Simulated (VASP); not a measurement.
# ZnSe (Stilleite) (F-43m) in VASP: further runs, part 2 of 2

VASP 6.6.1.

### Step 4. Relaxation of the atoms, LDA (a relaxed cell with its volume scaled by 0.98)

INCAR

```
SYSTEM = ZnSe
ALGO = Normal ; EDIFF = 1E-7
EDIFFG = -0.01 ; ENCUT = 600
IBRION = 2 ; ISIF = 2
ISMEAR = 0 ; LASPH = .True.
LCHARG = .False. ; LREAL = .False.
LWAVE = .False. ; NELM = 80
NSW = 40 ; PREC = Accurate
SIGMA = 0.03
```

KPOINTS

```
k-points
0
Gamma
  8 8 8
  0 0 0
```

POSCAR

```
ZnSe                                    
1.0
    0.0000000000      2.7695606930      2.7695606930
    2.7695606930      0.0000000000      2.7695606930
    2.7695606930      2.7695606930      0.0000000000
  Zn              Se            
     1     1
Direct
     0.0000000000000000    0.0000000000000000    0.0000000000000000
     0.2500000000000000    0.2500000000000000    0.2500000000000000
```

Potentials or basis: VASP PAW LDA potentials, release 64 (Zn, Se).

Started as:

```
$ cat potpaw_LDA.64/Zn/POTCAR potpaw_LDA.64/Se/POTCAR > POTCAR
$ mpirun -np 1 vasp_std > vasp.out
```

OUTCAR:

```text
SYSTEM = ZnSe
   EDIFF = 1E-7
   EDIFFG = -0.01
   ENCUT = 600
   IBRION = 2
   ISIF = 2
   ISMEAR = 0
   LASPH = .True.
   LREAL = .False.
   NELM = 80
   NSW = 40
   PREC = Accurate

 ion  position               nearest neighbor table
   1  0.000  0.000  0.000-   2 2.40   2 2.40   2 2.40   2 2.40
   2  0.250  0.250  0.250-   1 2.40   1 2.40   1 2.40   1 2.40

  LATTYP: Found a face centered cubic cell.
 ALAT       =     5.5391213860

  Lattice vectors:

 A1 = (   0.0000000000,   2.7695606930,   2.7695606930)
 A2 = (   2.7695606930,   0.0000000000,   2.7695606930)
 A3 = (   2.7695606930,   2.7695606930,   0.0000000000)

Analysis of symmetry for initial positions (statically):
=====================================================================
 Subroutine PRICEL returns:
 Original cell was already a primitive cell.

 Routine SETGRP: Setting up the symmetry group for a
 face centered cubic supercell.

 Subroutine GETGRP returns: Found 24 space group operations
 (whereof 24 operations were pure point group operations)
 out of a pool of 48 trial point group operations.

The static configuration has the point symmetry T_d .

Analysis of symmetry for dynamics (positions and initial velocities):
=====================================================================
 Subroutine PRICEL returns:
 Original cell was already a primitive cell.

 Routine SETGRP: Setting up the symmetry group for a
 face centered cubic supercell.

 Subroutine GETGRP returns: Found 24 space group operations
 (whereof 24 operations were pure point group operations)
 out of a pool of 48 trial point group operations.

The dynamic configuration has the point symmetry T_d .

 Subroutine INISYM returns: Found 24 space group operations
 (whereof 24 operations are pure point group operations),
 and found     1 'primitive' translations

----------------------------------------------------------------------------------------

[... 123 lines left out ...]
 conjugate gradient relaxation of ions
 non-spin polarized calculation
 Gauss-broadening in eV      SIGMA  =   0.03
  energy-cutoff  :      600.00
  volume of cell :       42.49
 maximum number of plane-waves:      1428
   NGX = 15   NGY = 15   NGZ = 15

 number of electron      18.0000004 magnetization

 Free energy of the ion-electron system (eV)
  ---------------------------------------------------
  ext. energy  EPLUGINS =         0.00000000
  ---------------------------------------------------
  free energy    TOTEN  =        -7.36778983 eV

  energy without entropy =       -7.36778983  energy(sigma->0) =       -7.36778983

 E-fermi :   2.2626     XC(G=0): -10.0074

 val. band max:        2.1369918432   @ k =   0.0000   0.0000   0.0000
 cond. band min:       3.4921281026   @ k =   0.0000   0.0000   0.0000
 fundamental gap:      1.3551362594
 Fermi energy:         2.2626104505

 k-point     1 :       0.0000    0.0000    0.0000
  band No.  band energies     occupation
      1     -11.6181      2.00000
      2      -4.8153      2.00000
      3      -4.8153      2.00000
      4      -4.8153      2.00000
      5      -4.3919      2.00000
      6      -4.3919      2.00000
      7       2.1370      2.00000
      8       2.1370      2.00000
      9       2.1370      2.00000
     10       3.4921      0.00000
     11       7.8126      0.00000
     12       7.8126      0.00000
     13       7.8126      0.00000
[... 354 lines left out ...]
  band No.  band energies     occupation
      1     -10.5464      2.00000
      2      -4.7042      2.00000
      3      -4.6563      2.00000
      4      -4.4361      2.00000
      5      -4.3848      2.00000
      6      -4.1449      2.00000
      7      -3.2200      2.00000
      8      -0.5607      2.00000
      9       0.4742      2.00000
     10       6.4341      0.00000
     11       7.4824      0.00000
     12       9.6180      0.00000
     13      10.8867      0.00000

 [... further k-points ...]

------------------------ aborting loop because EDIFF is reached ----------------------------------------

  FORCE on cell =-STRESS in cart. coord.  units (eV):
  Direction    XX          YY          ZZ          XY          YZ          ZX
  --------------------------------------------------------------------------------------
  -------------------------------------------------------------------------------------
  Total        0.3958858      0.3958858      0.3958858     -0.0000000      0.0000000     -0.0000000
  in kB       14.9285583     14.9285583     14.9285583     -0.0000000      0.0000000     -0.0000000
  external PRESSURE =      14.9285583 kB  Pullay stress =       0.0000000 kB

 VOLUME and BASIS-vectors are now :
 -----------------------------------------------------------------------------
  energy-cutoff  :      600.00
  volume of cell :       42.49
      direct lattice vectors                 reciprocal lattice vectors
     0.000000000  2.769560693  2.769560693    -0.180534047  0.180534047  0.180534047
     2.769560693  0.000000000  2.769560693     0.180534047 -0.180534047  0.180534047
     2.769560693  2.769560693  0.000000000     0.180534047  0.180534047 -0.180534047

 POSITION                                       TOTAL-FORCE (eV/Angst)
 -----------------------------------------------------------------------------------
      0.00000      0.00000      0.00000        -0.000000     -0.000000     -0.000000
      1.38478      1.38478      1.38478         0.000000      0.000000      0.000000
 -----------------------------------------------------------------------------------
    total drift:                                0.000000      0.000000      0.000001

  FREE ENERGIE OF THE ION-ELECTRON SYSTEM (eV)
  ---------------------------------------------------
  free  energy   TOTEN  =        -7.3677898304 eV

  energy  without entropy=       -7.3677898304  energy(sigma->0) =       -7.36778983

 reached required accuracy - stopping structural energy minimisation
```

CONTCAR:

```text
ZnSe
   1.00000000000000
     0.0000000000000000    2.7695606929999999    2.7695606929999999
     2.7695606929999999    0.0000000000000000    2.7695606929999999
     2.7695606929999999    2.7695606929999999    0.0000000000000000
  Zn              Se
     1     1
Direct
     0.0000000000000000    0.0000000000000000    0.0000000000000000
     0.2500000000000000    0.2500000000000000    0.2500000000000000

  0.00000000E+00  0.00000000E+00  0.00000000E+00
  0.00000000E+00  0.00000000E+00  0.00000000E+00
```

Run time: 14 s. Hardware: 1 thread of Intel Xeon Platinum 8559C (Emerald Rapids), shared host; peak memory 0.16 GiB.

Results:

```
Free energy             : -7.3678 eV
Pressure after relaxing : 1.5 GPa
Band gap on the k mesh  : 1.36 eV, direct
```

Final structure:
```xyz
2
Lattice="0.0000 2.7696 2.7696 2.7696 0.0000 2.7696 2.7696 2.7696 0.0000" Properties=species:S:1:pos:R:3 pbc="T T T"
Zn    0.0000    0.0000    0.0000
Se    1.3848    1.3848    1.3848
```

Levels at points of the mesh, in eV from the valence-band top:
```
           k point  band 7  band 8  band 9  band 10  band 11  band 12
(0.00, 0.00, 0.00)    0.00    0.00    0.00     1.36     5.68     5.68
(0.50, 0.00, 0.00)   -5.75   -0.98   -0.98     2.49     6.27     6.27
(0.50, 0.50, 0.00)   -5.14   -2.46   -2.46     2.65     3.31    11.05
```

Caveat: the relaxation stopped at its first step, so nothing moved.

### Step 5. The runs side by side

| cell | gap on the mesh (eV) | pressure (GPa) |
| --- | --- | --- |
| atoms relaxed from: a relaxed cell with its volume scaled by 0.94 | 1.54 | 5.1 |
| atoms relaxed from: a relaxed cell with its volume scaled by 0.96 | 1.44 | 3.2 |
| atoms relaxed from: a relaxed cell with its volume scaled by 0.98 | 1.36 | 1.5 |

Alike in all rows: task relaxation of the atoms; level LDA; potentials or basis VASP PAW LDA potentials, release 64 (Zn, Se); no spin polarisation; k mesh 8 × 8 × 8; cutoff (eV) 600; smearing gaussian 0.03 eV.

Caveats: the relaxation stopped at its first step, so nothing moved.

Absolute energies hang on the potentials; compare differences alone.
